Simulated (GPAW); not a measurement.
# Ag2O (Pn-3m) in GPAW: further runs

The runs below take Ag2O through relaxation of cell and atoms, with PBEsol.

All numbers are computed with GPAW 26.7.0; they aren't measurements. Logs are shortened: lines on timing, memory, paths and dates and some standing lists are left out, and cuts for length are marked. The log counts tension as positive stress, the text compression.

## 1. Starting point

The structure is cubic, space group Pn-3m (No. 224). Conventional cell: a = 4.718 Å, b = 4.718 Å, c = 4.718 Å, α = 90.00°, β = 90.00°, γ = 90.00°. Ag (site symmetry -3m) has 2 O at 2.04 Å as nearest neighbours. O (site symmetry -43m) is surrounded by 4 Ag at 2.04 Å.

## 2. Relaxation of cell and atoms, PBEsol, target pressure 5 GPa, at which the enthalpy is minimised

Input file run.py:

```python
from ase.filters import FrechetCellFilter
from ase.io import read, write
from ase.optimize import BFGS
from ase.units import GPa
from gpaw import GPAW, PW, setup_paths

setup_paths.insert(0, '.')

atoms = read('Ag2O.xyz')

calc = GPAW(mode=PW(800),
            xc='PBEsol',
            kpts={'size': (5, 5, 5), 'gamma': True},
            occupations={'name': 'fermi-dirac', 'width': 0.05},
            nbands=66,
            convergence={'density': 1e-05, 'forces': 0.0001},
            maxiter=150,
            txt='gpaw.txt')
atoms.calc = calc
opt = BFGS(FrechetCellFilter(atoms, scalar_pressure=5 * GPa), trajectory='relax.traj', logfile='-')
done = opt.run(fmax=0.02, steps=60)
calc.write('gs.gpw')
write('result.traj', atoms)
print('Converged:', done)
print('Cell:', atoms.cell.cellpar().round(4))
print('Volume:', round(atoms.get_volume(), 4))
print(atoms.get_scaled_positions().round(5))
```

Input file Ag2O.xyz:

```xyz
6
Lattice="4.7180000000 0.0000000000 0.0000000000 0.0000000000 4.7180000000 0.0000000000 0.0000000000 0.0000000000 4.7180000000" Properties=species:S:1:pos:R:3 pbc="T T T"
Ag     3.5385000000      1.1795000000      3.5385000000
Ag     3.5385000000      3.5385000000      1.1795000000
Ag     1.1795000000      3.5385000000      3.5385000000
Ag     1.1795000000      1.1795000000      1.1795000000
O      2.3590000000      2.3590000000      2.3590000000
O      0.0000000000      0.0000000000      0.0000000000
```

Potentials or basis: PAW data sets generated in the run's folder for this functional, pw.

On the command line:

```console
gpaw-setup -f PBEsol Ag O
OMP_NUM_THREADS=1 python run.py
```

gpaw.txt:

```text
__  _  _
 | _ |_)|_||  |
 |__||  | ||/\| - 26.7.0

Input parameters:
  mode=PW(ecut=800.0),
  convergence={'density': 1e-05, 'forces': 0.0001},
  kpts=MonkhorstPack(size=(5, 5, 5), gamma=True),
  maxiter=150,
  nbands=66,
  occupations=Occupations(name='fermi-dirac', width=0.05),
  xc=XC(name='PBEsol')

Diagonalizing LCAO Hamiltonian
Converting LCAO to pw mode
    .-----------.
   /|           |
  / | Ag        |
 *  |           |
 |  |      Ag   |
 |  |    O  Ag  |
 |  .-----------.
 | / Ag        /
 |/           /
 O-----------*

Atoms  # Å, Bohr magnetons
|   | symbol |        x |        y |        z |    initial magnetic moments |
|---|--------|----------|----------|----------|-----------------------------|
| 0 |     Ag | 3.538500 | 1.179500 | 3.538500 | ( 0.0000,  0.0000,  0.0000) |
| 1 |     Ag | 3.538500 | 3.538500 | 1.179500 | ( 0.0000,  0.0000,  0.0000) |
| 2 |     Ag | 1.179500 | 3.538500 | 3.538500 | ( 0.0000,  0.0000,  0.0000) |
| 3 |     Ag | 1.179500 | 1.179500 | 1.179500 | ( 0.0000,  0.0000,  0.0000) |
| 4 |      O | 2.359000 | 2.359000 | 2.359000 | ( 0.0000,  0.0000,  0.0000) |
| 5 |      O | 0.000000 | 0.000000 | 0.000000 | ( 0.0000,  0.0000,  0.0000) |

Unit cell  # Å
| periodic |        x |        y |        z |  lengths |    angles |
|----------|----------|----------|----------|----------|-----------|
|      yes | 4.718000 | 0.000000 | 0.000000 | 4.718000 | 90.000000 |
|      yes | 0.000000 | 4.718000 | 0.000000 | 4.718000 | 90.000000 |
|      yes | 0.000000 | 0.000000 | 4.718000 | 4.718000 | 90.000000 |

Number of symmetries: 24
Symmetry operations  # r_c * U_cc + t_c -> r_c
|    | kind |            matrix            |
|----|------|------------------------------|
|  0 |  E   |  1, 0, 0,  0, 1, 0,  0, 0, 1 |
|  1 |  σ   |  1, 0, 0,  0, 0, 1,  0, 1, 0 |
|  2 |  σ   |  1, 0, 0,  0, 0,-1,  0,-1, 0 |
|  3 |  C2  |  1, 0, 0,  0,-1, 0,  0, 0,-1 |
|  4 |  σ   |  0, 1, 0,  1, 0, 0,  0, 0, 1 |
|  5 |  C3  |  0, 1, 0,  0, 0, 1,  1, 0, 0 |
|  6 |  C3  |  0, 1, 0,  0, 0,-1, -1, 0, 0 |
|  7 |  S4  |  0, 1, 0, -1, 0, 0,  0, 0,-1 |
|  8 |  C3  |  0, 0, 1,  1, 0, 0,  0, 1, 0 |
[... 233 lines left out ...]
       O

Atoms  # Å, Bohr magnetons
|   | symbol |         x |         y |         z |    initial magnetic moments |
|---|--------|-----------|-----------|-----------|-----------------------------|
| 0 |     Ag |  3.533450 |  1.177817 |  3.533450 | ( 0.0000,  0.0000,  0.0000) |
| 1 |     Ag |  3.533450 |  3.533450 |  1.177817 | ( 0.0000,  0.0000,  0.0000) |
| 2 |     Ag |  1.177817 |  3.533450 |  3.533450 | ( 0.0000,  0.0000,  0.0000) |
| 3 |     Ag |  1.177817 |  1.177817 |  1.177817 | ( 0.0000,  0.0000,  0.0000) |
| 4 |      O |  2.355634 |  2.355634 |  2.355634 | ( 0.0000,  0.0000,  0.0000) |
| 5 |      O | -0.000000 | -0.000000 | -0.000000 | ( 0.0000,  0.0000,  0.0000) |

Unit cell  # Å
| periodic |         x |         y |         z |  lengths |    angles |
|----------|-----------|-----------|-----------|----------|-----------|
|      yes |  4.711267 | -0.000000 | -0.000000 | 4.711267 | 90.000000 |
[... 274 lines left out ...]
|  5 |  C3  |  0, 1, 0,  0, 0, 1,  1, 0, 0 |
|  6 |  C3  |  0, 1, 0,  0, 0,-1, -1, 0, 0 |
|  7 |  S4  |  0, 1, 0, -1, 0, 0,  0, 0,-1 |
|  8 |  C3  |  0, 0, 1,  1, 0, 0,  0, 1, 0 |
[... 205 lines left out ...]
No gap
No difference between direct/indirect transitions

Stress tensor  # eV/Ang^3
|         x |         y |         z |
|-----------|-----------|-----------|
| -0.034346 |  0.000000 |  0.000000 |
|  0.000000 | -0.034346 |  0.000000 |
|  0.000000 |  0.000000 | -0.034346 |

Forces  # eV/Ang
|        x |        y |        z |
|----------|----------|----------|
| -0.00011 |  0.00011 | -0.00011 |  # Ag   0
| -0.00011 | -0.00011 |  0.00011 |  # Ag   1
|  0.00011 | -0.00011 | -0.00011 |  # Ag   2
|  0.00011 |  0.00011 |  0.00011 |  # Ag   3
| -0.00000 |  0.00000 |  0.00000 |  # O    4
| -0.00000 |  0.00000 | -0.00000 |  # O    5
[... 9 lines left out ...]
       O

Atoms  # Å, Bohr magnetons
|   | symbol |         x |        y |         z |    initial magnetic moments |
|---|--------|-----------|----------|-----------|-----------------------------|
| 0 |     Ag |  3.473339 | 1.157777 |  3.473339 | ( 0.0000,  0.0000,  0.0000) |
| 1 |     Ag |  3.473339 | 3.473339 |  1.157777 | ( 0.0000,  0.0000,  0.0000) |
| 2 |     Ag |  1.157777 | 3.473339 |  3.473339 | ( 0.0000,  0.0000,  0.0000) |
| 3 |     Ag |  1.157777 | 1.157777 |  1.157777 | ( 0.0000,  0.0000,  0.0000) |
| 4 |      O |  2.315558 | 2.315558 |  2.315558 | ( 0.0000,  0.0000,  0.0000) |
| 5 |      O | -0.000000 | 0.000000 | -0.000000 | ( 0.0000,  0.0000,  0.0000) |

Unit cell  # Å
| periodic |         x |         y |         z |  lengths |    angles |
|----------|-----------|-----------|-----------|----------|-----------|
|      yes |  4.631116 | -0.000000 | -0.000000 | 4.631116 | 90.000000 |
|      yes | -0.000000 |  4.631116 |  0.000000 | 4.631116 | 90.000000 |
|      yes | -0.000000 |  0.000000 |  4.631116 | 4.631116 | 90.000000 |

Number of symmetries: 24
Symmetry operations  # r_c * U_cc + t_c -> r_c
|    | kind |            matrix            |
|----|------|------------------------------|
|  0 |  E   |  1, 0, 0,  0, 1, 0,  0, 0, 1 |
|  1 |  σ   |  1, 0, 0,  0, 0, 1,  0, 1, 0 |
|  2 |  σ   |  1, 0, 0,  0, 0,-1,  0,-1, 0 |
|  3 |  C2  |  1, 0, 0,  0,-1, 0,  0, 0,-1 |
|  4 |  σ   |  0, 1, 0,  1, 0, 0,  0, 0, 1 |
|  5 |  C3  |  0, 1, 0,  0, 0, 1,  1, 0, 0 |
|  6 |  C3  |  0, 1, 0,  0, 0,-1, -1, 0, 0 |
|  7 |  S4  |  0, 1, 0, -1, 0, 0,  0, 0,-1 |
|  8 |  C3  |  0, 0, 1,  1, 0, 0,  0, 1, 0 |
[... 147 lines left out ...]
SCF iterations
|iter     | |      energy | eigst |  dens |force |
|---------|-|-------------|-------|-------|------|
|iter:   1| |  -24.812600 | -2.75 |       |      |
|iter:   2| |  -24.810560 | -4.98 | -2.44 |      |
|iter:   3| |  -24.805466c| -4.22 | -2.51 |      |
|iter:   4| |  -24.805527c| -5.99 | -3.37 |      |
|iter:   5| |  -24.805575c| -5.87 | -3.64 |      |
|iter:   6| |  -24.805575c| -7.33 | -4.43 |      |
|iter:   7| |  -24.805576c| -7.43c| -4.77 |      |
|iter:   8| |  -24.805576c| -7.62c| -5.07c|      |
|iter:   9| |  -24.805576c| -7.93c| -5.26c|-3.57 |
|iter:  10| |  -24.805576c| -8.50c| -5.98c|-4.44c|

Converged in 10 steps
Energy contributions relative to reference atoms: (reference = -582183.804181)

Energy contributions:
  Kinetic:          31.403262
  Coulomb:         -34.228501
  Zero:              0.709217
  External:          0.000000
  Xc:              -22.688503
  Entropy:          -0.002100
  Spinorbit:         0.000000
  ----------------------------
  Free energy:     -24.806626
  Extrapolated:    -24.805576
[... 28 lines left out ...]
No gap
No difference between direct/indirect transitions

Stress tensor  # eV/Ang^3
|         x |         y |         z |
|-----------|-----------|-----------|
| -0.030981 |  0.000000 |  0.000000 |
|  0.000000 | -0.030981 |  0.000000 |
|  0.000000 |  0.000000 | -0.030981 |

Forces  # eV/Ang
|        x |        y |        z |
|----------|----------|----------|
| -0.00004 |  0.00004 | -0.00004 |  # Ag   0
| -0.00004 | -0.00004 |  0.00004 |  # Ag   1
|  0.00004 | -0.00004 | -0.00004 |  # Ag   2
|  0.00004 |  0.00004 |  0.00004 |  # Ag   3
| -0.00000 |  0.00000 |  0.00000 |  # O    4
| -0.00000 | -0.00000 | -0.00000 |  # O    5

# Writing to gs.gpw (mode='')
```

stdout:

```text
Step          Energy          fmax
BFGS:    0      -21.605229        0.599774
BFGS:    1      -21.619932        0.557329
BFGS:    2      -21.706088        0.051703
BFGS:    3      -21.706948        0.003754
Converged: True
Cell: [ 4.6311  4.6311  4.6311 90.     90.     90.    ]
Volume: 99.3246
[[0.75 0.25 0.75]
 [0.75 0.75 0.25]
 [0.25 0.75 0.75]
 [0.25 0.25 0.25]
 [0.5  0.5  0.5 ]
 [0.   0.   0.  ]]
```

Run time: 4.5 min. Hardware: 1 thread of Arm Neoverse V1, shared host; peak memory 0.35 GiB.

What came out:

```
Free energy                                            : -24.8066 eV
Relaxed volume                                         : 16.55 Å³/atom
Relaxed cell                                           : a = 4.631 Å, b = 4.631 Å, c = 4.631 Å, α = 90.00°, β = 90.00°, γ = 90.00°
Space group after relaxing (to 0.05 Å)                 : Pn-3m (No. 224)
Energy change on relaxing (the enthalpy is what falls) : +12.6 meV/atom
Ionic steps                                            : 4
Pressure after relaxing                                : 5.0 GPa
Band gap on the k mesh                                 : none (metal or under the smearing width)
```

The path:
| step | energy change (eV) | largest force (eV/Å) | pressure (GPa) | volume (Å³) |
| --- | --- | --- | --- | --- |
| 1 | 0.0000 | 0.0000 | -0.49 | 105.02 |
| 2 | -0.0007 | 0.0000 | -0.12 | 104.57 |
| 3 | 0.0914 | 0.0002 | 5.50 | 98.85 |
| 4 | 0.0758 | 0.0001 | 4.96 | 99.32 |

Final structure:
```
Ag O
1.0
     4.63112    0.00000    0.00000
     0.00000    4.63112    0.00000
     0.00000    0.00000    4.63112
Ag O
4 2
Direct
  0.75000 0.25000 0.75000
  0.75000 0.75000 0.25000
  0.25000 0.75000 0.75000
  0.25000 0.25000 0.25000
  0.50000 0.50000 0.50000
  0.00000 0.00000 0.00000
```

Levels at points of the mesh, in eV from the Fermi level:
```
           k point  band 37  band 38  band 39  band 40  band 41  band 42  band 43  band 44
(0.00, 0.00, 0.00)    -2.88    -0.09    -0.09    -0.09    -0.01     1.54     1.54     7.36
```

Caveat: later steps reuse the first step's grids.

## 3. Relaxation of cell and atoms, PBEsol, target pressure 10 GPa, at which the enthalpy is minimised

Edit run.py of step 2 so:

```diff
@@ -19,3 +19,3 @@
 atoms.calc = calc
-opt = BFGS(FrechetCellFilter(atoms, scalar_pressure=5 * GPa), trajectory='relax.traj', logfile='-')
+opt = BFGS(FrechetCellFilter(atoms, scalar_pressure=10 * GPa), trajectory='relax.traj', logfile='-')
 done = opt.run(fmax=0.02, steps=60)
```

Ag2O.xyz is that of step 2.

Potentials or basis: PAW data sets generated in the run's folder for this functional, pw.

On the command line:

```console
gpaw-setup -f PBEsol Ag O
OMP_NUM_THREADS=1 python run.py
```

Run time: 4.9 min. Hardware: 1 thread of Arm Neoverse V1, shared host; peak memory 0.34 GiB.

Results (log left out):

* Free energy: -24.6307 eV
* Relaxed volume: 15.91 Å³/atom
* Relaxed cell: a = 4.571 Å, b = 4.571 Å, c = 4.571 Å, α = 90.00°, β = 90.00°, γ = 90.00°
* Space group after relaxing (to 0.05 Å): Pn-3m (No. 224)
* Energy change on relaxing (the enthalpy is what falls): +41.9 meV/atom
* Ionic steps: 4
* Pressure after relaxing: 9.8 GPa
* Band gap on the k mesh: 0.17 eV, direct

The path:
| step | energy change (eV) | largest force (eV/Å) | pressure (GPa) | volume (Å³) |
| --- | --- | --- | --- | --- |
| 1 | 0.0000 | 0.0000 | -0.49 | 105.02 |
| 2 | -0.0005 | 0.0000 | 0.22 | 104.16 |
| 3 | 0.3339 | 0.0001 | 11.61 | 94.25 |
| 4 | 0.2514 | 0.0000 | 9.81 | 95.48 |

Final structure:
```xyz
6
Lattice="4.5706 0.0000 0.0000 0.0000 4.5706 0.0000 0.0000 0.0000 4.5706" Properties=species:S:1:pos:R:3 pbc="T T T"
Ag    3.4280    1.1427    3.4280
Ag    3.4280    3.4280    1.1427
Ag    1.1427    3.4280    3.4280
Ag    1.1427    1.1427    1.1427
O     2.2853    2.2853    2.2853
O     0.0000    0.0000    0.0000
```

Levels at points of the mesh, in eV from the valence-band top:
```csv
k point,band 37,band 38,band 39,band 40,band 41,band 42,band 43,band 44
"(0.00, 0.00, 0.00)",-2.91,0.00,0.00,0.00,0.17,1.45,1.45,7.64
```

Caveat: later steps reuse the first step's grids; an odd mesh through Γ misses points on the zone boundary, where band edges often lie.
